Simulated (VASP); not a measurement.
Cs:

```
CELL_PARAMETERS angstrom
5.56631 0.00000 0.00000
-2.78315 4.82056 0.00000
0.00000 0.00000 9.25848
ATOMIC_POSITIONS crystal
Cs 0.33333 0.66667 0.25000
Cs 0.66667 0.33333 0.75000
```

This isn't the form of Cs at room conditions, which is bcc.

Base run:

```yaml
Program: VASP 6.6.1
Functional: LDA
Potentials_or_basis: VASP PAW LDA potentials, release 64 (Cs_sv)
Cutoff: 520 eV
k_mesh: 5 × 5 × 3
Occupations: fermi-dirac, width 0.1 eV
Spin: no spin polarisation
```

Its results: band gap on the k mesh none (metal or under the smearing width); pressure -0.4 GPa.

Question: The run is repeated on the same cell with these changes: functional from LDA to r2SCAN; potentials or basis from VASP PAW LDA potentials, release 64 (Cs_sv) to VASP PAW PBE potentials, release 64 (Cs_sv). What comes out?

Answer: Band gap on the k mesh none (metal or under the smearing width); pressure 0.0 GPa.

Caveats: the PAW data sets were made with another functional, which shifts forces and pressure a little (some runs).
